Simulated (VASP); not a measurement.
# C₂H₆O: convergence, nudged elastic band

C₂H₆O, molecule in box, 9 atoms in the cell. PBE, nudged elastic band; PAW potentials C, O, H (PBE set). VASP 6.6.1.

Wanted: barrier within 0.02 eV.

Path: methyl rotation in CH3OCH3; Moving images: 3.

The series start from Cutoff ENCUT (eV): 400; SCF threshold EDIFF (eV): 1e-5; PREC: Normal; LREAL: no. Each series keeps the choices made before it, and each single choice may use up half of a tolerance. Times cover all steps of a run.

## Cutoff ENCUT (eV)

| Cutoff ENCUT (eV) | Barrier (eV) | Time (s) |
|---|---|---|
| 350 | 0.106 | 129 |
| 400 | 0.106 | 135 |
| 450 | 0.105 | 149 |
| 500 | 0.106 | 161 |
| 550 | 0.106 | 217 |
| 600 (reference) | 0.105 | 192 |

Chosen: 350, the loosest value from which every tighter one stays within half of the tolerance.

## SCF threshold EDIFF (eV)

| SCF threshold EDIFF (eV) | Barrier (eV) | Time (s) |
|---|---|---|
| 0.001 | 0.108 | 79 |
| 0.0001 | 0.106 | 96 |
| 1e-5 | 0.106 | 129 |
| 1e-6 (reference) | 0.106 | 150 |

Chosen: 0.001.

## PREC

| PREC | Barrier (eV) | Time (s) |
|---|---|---|
| Normal | 0.108 | 79 |
| Accurate | 0.108 | 152 |

Chosen: Normal; no other choice that stays within half of the tolerance saves 30 % of the time.

## LREAL

| LREAL | Barrier (eV) | Time (s) |
|---|---|---|
| no | 0.108 | 79 |
| Auto | 0.108 | 89 |

Chosen: no.

## All choices together

| Input | Barrier (eV) | Time (s) |
|---|---|---|
| chosen settings | 0.108 | 79 |
| reference settings throughout | 0.105 | 258 |

The tolerance is met.

## The input

INCAR.step1:
```
ALGO = Normal
EDIFF = 0.001
EDIFFG = -0.02
ENCUT = 350
IBRION = 2
ISIF = 2
ISMEAR = 0
ISYM = 0
LASPH = T
LCHARG = F
LREAL = F
LWAVE = F
NELM = 100
NSW = 100
POTIM = 0.5
PREC = Normal
SIGMA = 0.01
```

INCAR.step3, as INCAR.step1 but for:
```
- EDIFFG = -0.02
- IBRION = 2
- ISIF = 2
- POTIM = 0.5
+ EDIFFG = -0.05
+ IBRION = 1
+ IMAGES = 3
+ POTIM = 0.3
+ SPRING = -5
```

KPOINTS:
```
k-points
0
Gamma
  1 1 1
```

00/POSCAR:
```
H6C2O
1.0
    8.0000000000      0.0000000000      0.0000000000
    0.0000000000     11.5000000000      0.0000000000
    0.0000000000      0.0000000000      9.0000000000
C O H
2 1 6
Direct
    0.4997889119      0.5994498966      0.5149126566
    0.4997891267      0.3951094132      0.5148747795
    0.4997972092      0.4972692296      0.6034001522
    0.4997850154      0.6742808128      0.5910189410
    0.6123547509      0.6038817131      0.4429674505
    0.3872192667      0.6038736954      0.4429720016
    0.4997845108      0.3202623232      0.5909534419
    0.3872169601      0.3907261522      0.4429374473
    0.6123564435      0.3907184626      0.4429320906
```

01/POSCAR:
```
H6C2O
1.0
    8.0000000000      0.0000000000      0.0000000000
    0.0000000000     11.5000000000      0.0000000000
    0.0000000000      0.0000000000      9.0000000000
C O H
2 1 6
Direct
    0.4991886779      0.5962677042      0.5170218714
    0.4995048041      0.3951112190      0.5147435721
    0.4995276397      0.4956365299      0.6053385129
    0.5638045881      0.6670735870      0.5753084604
    0.5637989839      0.5883311783      0.4082907377
    0.3736480649      0.6306012321      0.4887962563
    0.4995130028      0.3208052113      0.5907793985
    0.3874423989      0.3910835397      0.4432849209
    0.6116640350      0.3906614972      0.4434052307
```

02/POSCAR:
```
H6C2O
1.0
    8.0000000000      0.0000000000      0.0000000000
    0.0000000000     11.5000000000      0.0000000000
    0.0000000000      0.0000000000      9.0000000000
C O H
2 1 6
Direct
    0.4992863830      0.5987671442      0.5148351066
    0.4992863830      0.3960323616      0.5148351066
    0.4992863830      0.4973997529      0.6037306622
    0.6121866170      0.6471988308      0.5426360130
    0.5008301400      0.5773072180      0.3958448196
    0.3893571400      0.6533113936      0.5373480441
    0.4992863830      0.3219415790      0.5904076622
    0.3878133830      0.3918067094      0.4436657733
    0.6107593830      0.3918067094      0.4436657733
```

03/POSCAR:
```
H6C2O
1.0
    8.0000000000      0.0000000000      0.0000000000
    0.0000000000     11.5000000000      0.0000000000
    0.0000000000      0.0000000000      9.0000000000
C O H
2 1 6
Direct
    0.4998170455      0.5964701633      0.5167101766
    0.4990210817      0.3951485133      0.5154285733
    0.4986058753      0.4960388155      0.6053106332
    0.6279222646      0.6263874905      0.4915103769
    0.4378552378      0.5885636700      0.4067771906
    0.4375571875      0.6706645914      0.5710634944
    0.4989363320      0.3212163596      0.5920825963
    0.3870959310      0.3902388497      0.4438288982
    0.6112812399      0.3908432455      0.4442570216
```

04/POSCAR:
```
H6C2O
1.0
    8.0000000000      0.0000000000      0.0000000000
    0.0000000000     11.5000000000      0.0000000000
    0.0000000000      0.0000000000      9.0000000000
C O H
2 1 6
Direct
    0.5005653477      0.5994877419      0.5134664255
    0.4987140314      0.3951754264      0.5162469317
    0.4980238091      0.4980695572      0.6033209002
    0.6140340764      0.6024461569      0.4425451884
    0.3889539768      0.6043951287      0.4403486253
    0.5009521166      0.6748193491      0.5887882076
    0.4985503286      0.3210854641      0.5935700470
    0.3866103551      0.3898275578      0.4437908986
    0.6116881536      0.3902653166      0.4448917368
```

POSCAR.step1:
```
H6C2O
1.0
    8.0000000000      0.0000000000      0.0000000000
    0.0000000000     11.5000000000      0.0000000000
    0.0000000000      0.0000000000      9.0000000000
C O H
2 1 6
Direct
    0.4997880217      0.5986531356      0.5146228475
    0.4997880217      0.3959183530      0.5146228475
    0.4997880217      0.4972857443      0.6035184031
    0.4997880217      0.6727439182      0.5901954031
    0.6112610217      0.6028787878      0.4434535142
    0.3883150217      0.6028787878      0.4434535142
    0.4997880217      0.3218275704      0.5901954031
    0.3883150217      0.3916927008      0.4434535142
    0.6112610217      0.3916927008      0.4434535142
```

POSCAR.step2:
```
H6C2O
1.0
    8.0000000000      0.0000000000      0.0000000000
    0.0000000000     11.5000000000      0.0000000000
    0.0000000000      0.0000000000      9.0000000000
C O H
2 1 6
Direct
    0.4992863830      0.5989951613      0.5152596249
    0.4992863830      0.3962603787      0.5152596249
    0.4992863830      0.4976277700      0.6041551804
    0.6121866170      0.5961086561      0.4475172329
    0.3893571400      0.6021682539      0.4421306548
    0.5008301400      0.6781724296      0.5836338794
    0.4992863830      0.3221695961      0.5908321804
    0.3878133830      0.3920347265      0.4440902916
    0.6107593830      0.3920347265      0.4440902916
```

Commands (each step's output is kept before the next begins):
```
cat potpaw_PBE.64/C/POTCAR potpaw_PBE.64/O/POTCAR potpaw_PBE.64/H/POTCAR > POTCAR
cp INCAR.step1 INCAR
cp POSCAR.step1 POSCAR
mpirun -np 2 vasp_gam > vasp.out
cp POSCAR.step2 POSCAR
mpirun -np 2 vasp_gam > vasp.out
# 00 and 04 hold the relaxed ends; the images between are interpolated (pair-distance (IDPP), through a guessed midpoint)
cp INCAR.step3 INCAR
mpirun -np 3 vasp_gam > vasp.out
```

The chosen input took VASP 6.6.1 79 s on 3 cores (Intel Xeon 6975P-C (Granite Rapids)), a shared host.
